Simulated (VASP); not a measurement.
# Band edges against the vacuum: BP(110), part 3 of 3

Aim: ionisation energy and electron affinity of BP(110), from a slab and a bulk run lined up through core potentials.

VASP 6.6.1; PBEsol; plane waves and PAW (B, P).

So far, gap on the k-mesh (eV): step 3 (band edges of the bulk) 1.11.

## 5. Potential and states of the slab

A static run writes the electrostatic potential without exchange and correlation (LVHAR), which is flat in the vacuum and gives the level to count from. The dipole correction cancels the field that unlike faces would set up across the vacuum.

INCAR

```
SYSTEM = BP
PREC = Normal
ENCUT = 360
EDIFF = 1E-06
NELM = 120
ISMEAR = 0
SIGMA = 0.03
LREAL = Auto
ALGO = Fast
GGA = PS
NBANDS = 54
LORBIT = 11
LWAVE = .FALSE.
LCHARG = .TRUE.
KPAR = 4
LASPH = .TRUE.
IDIPOL = 3
LDIPOL = .TRUE.
DIPOL = 0.5 0.5 0.5
LVHAR = .TRUE.
LVACPOTAV = .TRUE.
NEDOS = 1500
```

POSCAR

```
BP
1.0
    3.1974403203      0.0000000000      0.0000000000
    0.0000000000      4.5218634658      0.0000000000
    0.0000000000      0.0000000000     28.7897612811
B P
9 9
Direct
    0.0000000000      0.0510760916      0.2895287875
    0.5000000000      0.4932788807      0.3327376895
    0.0000000000      0.9934391289      0.3890176989
    0.5000000000      0.4908818132      0.4443005611
    0.0000000000      0.9913809918      0.5000000000
    0.5000000000      0.4908818132      0.5556994389
    0.0000000000      0.9934391289      0.6109823011
    0.5000000000      0.4932788807      0.6672623105
    0.0000000000      0.0510760916      0.7104712125
    0.0000000000      0.7372528400      0.3329450078
    0.5000000000      0.2589468180      0.2727032434
    0.0000000000      0.7410063197      0.4443658010
    0.5000000000      0.2427591275      0.3883661456
    0.0000000000      0.7410063197      0.5556341990
    0.5000000000      0.2413369691      0.5000000000
    0.0000000000      0.7372528400      0.6670549922
    0.5000000000      0.2427591275      0.6116338544
    0.5000000000      0.2589468180      0.7272967566
```

KPOINTS

```
Automatic mesh
0
Gamma
8 5 1
0 0 0
```

KPOINTS_OPT

```
Line mode
14
Line-mode
Reciprocal
  0.00000000   0.00000000   0.00000000 GAMMA
  0.50000000   0.00000000   0.00000000 X

  0.50000000   0.00000000   0.00000000 X
  0.50000000   0.50000000   0.00000000 S

  0.50000000   0.50000000   0.00000000 S
  0.00000000   0.50000000   0.00000000 Y

  0.00000000   0.50000000   0.00000000 Y
  0.00000000   0.00000000   0.00000000 GAMMA

  0.00000000   0.00000000   0.00000000 GAMMA
  0.50000000   0.50000000   0.00000000 S
```

The projector-augmented-wave data sets are B and P (PBE family, release 64).

Launch:

```
$ mpirun -np 4 vasp_std
```

What it wrote:

```text
[... set-up lines as in an earlier step ...]
 entering main loop
       N       E                     dE             d eps       ncg     rms          rms(c)
DAV:   1     0.297475848483E+03    0.29748E+03   -0.23603E+04  1636   0.818E+02
DAV:   2    -0.924265899900E+02   -0.38990E+03   -0.37384E+03  2164   0.195E+02
DAV:   3    -0.124180335031E+03   -0.31754E+02   -0.31216E+02  1994   0.567E+01
DAV:   4    -0.125093814154E+03   -0.91348E+00   -0.90974E+00  2376   0.100E+01
DAV:   5    -0.125116651790E+03   -0.22838E-01   -0.22824E-01  2232   0.154E+00    0.213E+01
RMM:   6    -0.120027413773E+03    0.50892E+01   -0.65121E+00  1696   0.713E+00    0.119E+01
RMM:   7    -0.119215480310E+03    0.81193E+00   -0.62708E+00  1765   0.677E+00    0.235E+00
RMM:   8    -0.119087314714E+03    0.12817E+00   -0.55829E-01  1885   0.271E+00    0.455E-01
RMM:   9    -0.119094812401E+03   -0.74977E-02   -0.90949E-02  2130   0.104E+00    0.275E-01
RMM:  10    -0.119097743698E+03   -0.29313E-02   -0.21620E-02  2442   0.453E-01    0.188E-01
RMM:  11    -0.119098874831E+03   -0.11311E-02   -0.21854E-03  2100   0.155E-01    0.650E-02
RMM:  12    -0.119099091058E+03   -0.21623E-03   -0.78790E-04  2285   0.763E-02    0.365E-02
RMM:  13    -0.119099571549E+03   -0.48049E-03   -0.32910E-04  2099   0.444E-02    0.220E-02
RMM:  14    -0.119099633156E+03   -0.61606E-04   -0.85804E-05  2313   0.209E-02    0.129E-02
RMM:  15    -0.119099741392E+03   -0.10824E-03   -0.15176E-05  1992   0.118E-02    0.106E-02
RMM:  16    -0.119099864094E+03   -0.12270E-03   -0.34999E-05  2099   0.126E-02    0.444E-03
RMM:  17    -0.119099896913E+03   -0.32819E-04   -0.78638E-06  1787   0.672E-03    0.344E-03
RMM:  18    -0.119099904687E+03   -0.77739E-05   -0.16952E-06  1535   0.308E-03    0.183E-03
RMM:  19    -0.119099924145E+03   -0.19459E-04   -0.29248E-06  1589   0.318E-03    0.207E-03
RMM:  20    -0.119099932935E+03   -0.87894E-05   -0.28079E-07  1231   0.146E-03    0.133E-03
RMM:  21    -0.119099951337E+03   -0.18402E-04   -0.84555E-07  1411   0.158E-03    0.441E-04
RMM:  22    -0.119099955635E+03   -0.42979E-05   -0.24944E-07   926   0.907E-04    0.193E-04
RMM:  23    -0.119099956982E+03   -0.13475E-05   -0.11303E-07   812   0.827E-04    0.922E-05
RMM:  24    -0.119099957224E+03   -0.24182E-06   -0.40295E-08   646   0.697E-04
 -----------------------------------------------------------------------------
|                                                                             |
|           W    W    AA    RRRRR   N    N  II  N    N   GGGG   !!!           |
|           W    W   A  A   R    R  NN   N  II  NN   N  G    G  !!!           |
|           W    W  A    A  R    R  N N  N  II  N N  N  G       !!!           |
|           W WW W  AAAAAA  RRRRR   N  N N  II  N  N N  G  GGG   !            |
|           WW  WW  A    A  R   R   N   NN  II  N   NN  G    G                |
|           W    W  A    A  R    R  N    N  II  N    N   GGGG   !!!           |
|                                                                             |
|     Did not find any points to average over, which means that no vacuum     |
|     field-free region was found. Please increase the size of  your cell     |
|     in the dimension of the dipole correction to obtain accurate            |
|     workfunction values.                                                    |
|                                                                             |
 -----------------------------------------------------------------------------

   1 F= -.11909996E+03 E0= -.11909996E+03  d E =-.485413E-11
 Start KPOINTS_OPT (optional k-point list driver)
k-point batch [1-15\70]
       N       E                     dE             ncg
DAV:   1     0.354560417913E+03   -0.14657E+05     1620
DAV:   2    -0.524084266172E+04   -0.55954E+04     2152
DAV:   3    -0.571393536522E+04   -0.47309E+03     1912
DAV:   4    -0.572867860252E+04   -0.14743E+02     2344
DAV:   5    -0.572900130583E+04   -0.32270E+00     2170
DAV:   6    -0.572901588879E+04   -0.14583E-01     2354
DAV:   7    -0.572901656157E+04   -0.67278E-03     2178
DAV:   8    -0.572901660171E+04   -0.40139E-04     2210
DAV:   9    -0.572901660420E+04   -0.24913E-05     1706
DAV:  10    -0.572901660446E+04   -0.25460E-06     1346
[...]
k-point batch [61-70\70]
       N       E                     dE             ncg
DAV:   1     0.428955917976E+03   -0.15927E+05     1088
DAV:   2    -0.324115983056E+04   -0.36701E+04     1466
DAV:   3    -0.352237544896E+04   -0.28122E+03     1320
DAV:   4    -0.352998652117E+04   -0.76111E+01     1560
DAV:   5    -0.353019559888E+04   -0.20908E+00     1440
DAV:   6    -0.353020555392E+04   -0.99550E-02     1568
DAV:   7    -0.353020597436E+04   -0.42044E-03     1456
DAV:   8    -0.353020599759E+04   -0.23230E-04     1464
DAV:   9    -0.353020599868E+04   -0.10855E-05     1112
DAV:  10    -0.353020599879E+04   -0.11094E-06      968
```

It took 2.8 min on 4 MPI ranks of AMD EPYC 7R43, shared host; peak memory 1.5 GiB; 11 min of CPU time.

Parts of OUTCAR (step 5):

```text
   NELECT =      72.0000    total number of electrons

 E-fermi :   1.1059

 k-point     1 :       0.0000    0.0000    0.0000
  band No.  band energies     occupation
    ...
     32       0.3770      2.00000
     33       0.7130      2.00000
     34       0.7151      2.00000
     35       0.9248      2.00000
     36       0.9756      2.00000
     37       2.4629      0.00000
     38       2.7185      0.00000
     39       2.7712      0.00000
     40       3.2634      0.00000
     41       3.4115      0.00000
    ...

  Total       -2.0976426      1.2929696     -1.0052091      0.0000000      0.0000000      0.0000000
  in kB       -8.0739139      4.9766940     -3.8690917      0.0000000      0.0000000      0.0000000
  external PRESSURE =      -2.3221039 kB  Pullay stress =       0.0000000 kB

 POSITION                                       TOTAL-FORCE (eV/Angst)
 -----------------------------------------------------------------------------------
      0.00000      0.23096      8.33546        -0.000000     -0.004694      0.016564
      1.59872      2.23054      9.57944        -0.000000     -0.001458      0.005599
      0.00000      4.49220     11.19973        -0.000000     -0.003762      0.008349
      1.59872      2.21970     12.79131         0.000000      0.009951      0.002120
      0.00000      4.48289     14.39488        -0.000000      0.007800     -0.000000
      1.59872      2.21970     15.99845         0.000000      0.009951     -0.002120
      0.00000      4.49220     17.59003        -0.000000     -0.003762     -0.008349
      1.59872      2.23054     19.21032        -0.000000     -0.001458     -0.005599
      0.00000      0.23096     20.45430        -0.000000     -0.004694     -0.016564
      0.00000      3.33376      9.58541        -0.000000     -0.006567      0.011518
      1.59872      1.17092      7.85106        -0.000000     -0.003116      0.015513
      0.00000      3.35073     12.79319        -0.000000     -0.000489      0.006009
      1.59872      1.09772     11.18097        -0.000000      0.000264      0.006357
      0.00000      3.35073     15.99658        -0.000000     -0.000489     -0.006009
      1.59872      1.09129     14.39488        -0.000000      0.011944     -0.000000
      0.00000      3.33376     19.20435        -0.000000     -0.006567     -0.011518
      1.59872      1.09772     17.60879        -0.000000      0.000264     -0.006357
      1.59872      1.17092     20.93870        -0.000000     -0.003116     -0.015513
 -----------------------------------------------------------------------------------
    total drift:                                0.000000     -0.012393      0.000002

  FREE ENERGIE OF THE ION-ELECTRON SYSTEM (eV)
  ---------------------------------------------------
  free  energy   TOTEN  =      -119.0999572242 eV

  energy  without entropy=     -119.0999572241  energy(sigma->0) =     -119.09995722

 vacuum level on the upper side and lower side of the slab         6.457         6.457

[... 8 parts as in an earlier step ...]

[... 10 further parts left out ...]
```

Numbers from this step:

```yaml
electronic_steps: 24
fermi_energy: 1.106 eV
least_gap_on_mesh_and_path: 0.2614 eV
least_direct_gap_on_mesh_and_path: 1.299 eV
vacuum_levels: 6.457, 6.457 eV
ionisation_potentials_of_the_upper_and_lower_face: 5.481, 5.481 eV
electron_affinities_of_the_upper_and_lower_face: 5.22, 5.22 eV
```

Electronic bands along the path, in eV, zero at the valence-band top; v1 is the highest filled band, c1 the lowest empty one:

```csv
point,v4,v3,v2,v1,c1,c2,c3,c4
Γ,-0.26,-0.26,-0.05,0.00,1.49,1.74,1.80,2.29
0.46 of the way,-2.12,-1.53,-1.16,-0.85,1.64,1.81,2.14,2.39
X,-2.65,-2.39,-1.21,-1.04,0.26,0.32,1.44,1.72
0.54 of the way,-2.32,-2.22,-0.99,-0.84,0.80,0.93,2.63,2.64
S,-1.95,-1.80,-0.84,-0.67,1.19,1.36,4.05,4.11
0.46 of the way,-1.73,-1.70,-0.78,-0.73,1.48,1.57,3.81,3.86
Y,-1.75,-1.66,-0.87,-0.79,1.16,1.32,2.28,2.77
0.46 of the way,-1.22,-1.19,-0.51,-0.41,1.33,1.59,1.95,2.46
Γ,-0.26,-0.26,-0.05,0.00,1.49,1.74,1.80,2.29
0.46 of the way,-1.63,-1.35,-0.75,-0.64,1.47,1.65,2.82,2.87
S,-1.95,-1.80,-0.84,-0.67,1.19,1.36,4.05,4.11
```

Of the projections kept (B, P), the largest for each band there; the rest of the weight can lie on other orbitals:

```csv
point,v4,v3,v2,v1,c1,c2,c3,c4
Γ,P 0.62,B 0.54,B 0.55,P 0.59,B 0.62,B 0.73,B 0.61,B 0.83
X,P 0.56,P 0.51,P 0.75,P 0.71,B 0.85,B 0.80,B 0.75,B 0.68
S,P 0.53,P 0.54,P 0.75,P 0.73,B 0.91,B 0.91,B 0.60,B 0.64
Y,B 0.50,B 0.50,P 0.71,P 0.71,B 0.87,B 0.90,B 0.51,B 0.59
Γ,P 0.62,B 0.54,B 0.55,P 0.59,B 0.62,B 0.73,B 0.61,B 0.83
S,P 0.53,P 0.54,P 0.75,P 0.73,B 0.91,B 0.91,B 0.60,B 0.64
```

The planar average of the electrostatic potential oscillates, so the rows of the table below give means over windows of 1.64 Å about each position, cut where the curve ends. Its maxima inside the range that stand out by 2 % of the span (Å: eV): 8.7: -3.78, 10.4: -2.60, 12.0: -2.62, 13.6: -2.62, 15.2: -2.62, 16.8: -2.62, 18.4: -2.60, 20.1: -3.78. Its minima: 7.9: -10.0, 9.6: -11.4, 11.2: -11.4, 12.8: -11.4, 14.4: -11.4, 16.0: -11.4, 17.6: -11.4, 19.2: -11.4, 20.9: -10.0.

Zero at the Fermi level. The planar average of the electrostatic potential by height; means over each step:

```csv
height (Å),planar average of the electrostatic potential (eV)
0.82,5.35
2.46,5.35
4.10,5.35
5.74,5.18
7.38,-2.86
9.02,-7.52
10.66,-7.64
12.30,-7.61
13.94,-7.64
15.58,-7.62
17.22,-7.58
18.86,-7.61
20.50,-6.65
22.14,3.09
23.78,5.33
25.42,5.35
27.06,5.35
```

Density of states in the PAW spheres, an atom over height of the layer and energy from the Fermi level.

Ten even steps from '_' (0.000 states/eV) to '@' (0.502 states/eV), each cell a mean:
```
__..______________..__
______________________
::......______......::
@@--::..........::--@@
@@==::..::::::..::==@@
++::::----------::::++
++--------==--------++
++--====++==++====--++
%%****##########****%%
++--++==========++--++
====++==++==++==++====
==--++++******++++--==
--==++**++++++**++==--
--======--==--======--
::::--==========--::::
::--==----------==--::
----------==----------
..::::::------::::::..
..::......__......::..
::----::::::::::----::
--======::::::======--
::------======------::
```
Columns: height of the layer (Å) from 7.9 to 20.9 (not evenly spaced); rows upwards: energy from the Fermi level (eV) from -7.9 to 0.5.

Electrostatic potential energy in the cb plane at fractional x = 0.000, with atoms of B and P within 0.2 Å of it. With pseudopotentials it is smooth inside the atoms' cores, unlike the true potential.

Values in eV, 7 rows by 16 columns, each cell a mean:
```
  6   6   6   6   6   6   6   0 -16 -22 -14 -18 -19 -15 -20 -15
  6   6   6   6   6   6   6   5  -3 -56 -24  -2 -47 -36  -2 -36
  6   6   6   6   6   6   6   5   0 -40 -14   1 -32 -22   2 -22
  6   6   6   6   6   6   6   5   3  -1   2   3   0   1   3   1
  6   6   6   6   6   6   6   4   2   4   3   3   4   4   3   4
  6   6   6   6   6   6   6   1 -15   1   2  -3   3   3  -3   3
  6   6   6   6   6   6   6  -6 -16  -4  -9 -16   0  -3 -19  -3
```
Columns run along c (16.0 Å, from fractional 0.00 to 0.56 of the cell; values clipped at the 3rd and 97th percentile), rows up along b (4.5 Å). Atoms in or near the plane, at fractional coordinates: B at (0.29, 0.05), B at (0.39, 0.99), B at (0.50, 0.99), P at (0.33, 0.74), P at (0.44, 0.74), P at (0.56, 0.74).

Valence density in the cb plane at fractional x = 0.000, with atoms of B and P within 0.2 Å of it. It is the smooth field of the valence electrons, not physical close to the nuclei.

Values in units of 1e-1 e/Å³, 7 rows by 16 columns, each cell a mean:
```
0.0 0.0 0.0 0.0 0.0 0.0 0.1 1.0 6.6 7.6 7.4 7.0 7.0 7.5 6.9 7.5
0.0 0.0 0.0 0.0 0.0 0.0 0.0 0.4 3.8 3.1 6.2 4.2 4.2 5.7 4.0 5.7
0.0 0.0 0.0 0.0 0.0 0.0 0.0 0.2 1.8 4.9 3.6 1.5 4.7 4.3 1.3 4.3
0.0 0.0 0.0 0.0 0.0 0.0 0.1 0.4 0.9 2.6 1.5 0.7 2.3 1.9 0.7 1.9
0.0 0.0 0.0 0.0 0.0 0.0 0.2 1.0 1.6 0.9 0.9 1.2 0.7 0.8 1.2 0.8
0.0 0.0 0.0 0.0 0.0 0.0 0.2 2.3 4.7 1.2 1.9 3.6 0.9 1.3 3.7 1.3
0.0 0.0 0.0 0.0 0.0 0.0 0.2 2.4 4.9 3.2 4.1 5.6 2.6 3.3 5.8 3.3
```
Columns run along c (16.0 Å, from fractional 0.00 to 0.56 of the cell), rows up along b (4.5 Å). Atoms in or near the plane, at fractional coordinates: B at (0.29, 0.05), B at (0.39, 0.99), B at (0.50, 0.99), P at (0.33, 0.74), P at (0.44, 0.74), P at (0.56, 0.74).

The map of layer states is cut here 0.5 eV above the Fermi level, so it leaves out the states above that.

The vacuum level lies 5.48 eV above the highest filled level at the upper face; both faces agree, as the slab has next to no dipole.

The program found no field-free point at its default tolerance, but its printed level agrees with the flat part of the planar average.

## 6. Lining up bulk and slab

This step: band edges against the vacuum, PBEsol; plane waves and PAW (VASP 6.6.1).

No new run; the numbers come from the runs before.

This step gave:

* ionisation energy: 5.468 eV
* offset spread: 0.03360 eV
* bulk gap: 1.112 eV
* slab gap: 0.2614 eV
* electron affinity: 4.356 eV
* buckling: 0.4844 Å
* tilt: 27.26 degree
* surface energy, relaxed: 2.188 J/m²

The averaged core potentials of the four middle atoms lie -6.544 eV from those of the bulk run. The bulk valence top (7.533 eV), moved by that offset, is taken from the upper vacuum level (6.457 eV).

## 7. What came out

```yaml
ionisation_energy: 5.47 eV
electron_affinity: 4.36 eV
buckling: 0.484 Å
surface_energy_relaxed: 2.19 J/m²
```

In words: The bulk valence-band top lies 5.47 eV below the vacuum of BP(110), and the conduction-band bottom 4.36 eV. The top layer buckles by 0.48 Å, a tilt of 27°, with P outermost, as the anion takes the dangling-bond electrons and the cation flattens towards sp². The surface costs 2.19 J/m². The slab's least gap is 0.26 eV, against 1.11 eV in the bulk. Confinement widens it, surface states can narrow it, and the two gaps need not lie at the same wave vector; the faces' own affinities count to the slab's lowest empty state. The offsets of the four middle atoms spread by 0.03 eV; a shift common to all four would not show in it. The bulk edges are read on a mesh, so a band minimum between its points makes the gap too large and the affinity too small. One thickness was run. Semilocal band edges put the valence top too high and the gap too small.

[Lines on the potential files, build, host, timing and source positions are cut from VASP's logs without a mark.]

[Logs are printed without paths, hosts, clocks, repeated set-up lines and the standing remarks that a program may print on its own settings, such as how far it seeks lower states.]

[Hosts, paths, dates, database ids (printed as entryN), source tags and the programs' standing remarks are cut or masked in the printed files.]

[Runs that stopped without an error message from VASP are left out.]
